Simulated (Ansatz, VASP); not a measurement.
Two plane-wave programs on ZrC

```xyz
2
Lattice="0.0000 2.3543 2.3543 2.3543 0.0000 2.3543 2.3543 2.3543 0.0000" Properties=species:S:1:pos:R:3 pbc="T T T"
Zr    0.0000    0.0000    0.0000
C     2.3543    2.3543    2.3543
```

Alike in both runs: functional PBE; k mesh 14 × 14 × 14; occupations fermi-dirac, width 0.05 eV; no spin polarisation.

Ansatz relaxed the structure, and its values are those at the end. VASP's run is a single point on that final structure, the one shown.

```csv
,VASP,Ansatz
version,VASP 6.6.1,Ansatz 0.2.0
potentials or method,"VASP PAW PBE potentials, release 64 (Zr_sv, C)","PAW with Ansatz's default frozen-core files, scalar-relativistic"
plane-wave cutoff (eV),520,420
valence electrons in the cell,16,16
```

```csv
,VASP,Ansatz,Ansatz less VASP
pressure (GPa),0.3,0.0,-0.25
```
